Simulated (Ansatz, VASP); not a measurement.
# Ag in VASP and in Ansatz

```
Ag
1.0
     0.00000    3.27129    3.27129
     3.27129    0.00000    3.27129
     3.27129    3.27129    0.00000
Ag
2
Direct
  0.12500 0.12500 0.12500
  0.87500 0.87500 0.87500
```

Alike in both runs: task single point; functional RPBE; k mesh 10 × 10 × 10; occupations fermi-dirac, width 0.1 eV; no spin polarisation.

|  | VASP | Ansatz |
| --- | --- | --- |
| version | VASP 6.6.1 | Ansatz 0.2.0 |
| potentials or method | VASP PAW PBE potentials, release 64 (Ag) | plane waves (420 eV) with PAW, scalar-relativistic |
| plane-wave cutoff (eV) | 520 | 420 |
| valence electrons in the cell | 22 | 38 |

|  | VASP | Ansatz | Ansatz less VASP |
| --- | --- | --- | --- |
| pressure (GPa) | -1.3 | -1.3 | -0.02 |

The two sets of potentials don't hold the same shells in valence.

Caveats: the PAW data sets were made with another functional, which shifts forces and pressure a little (VASP).
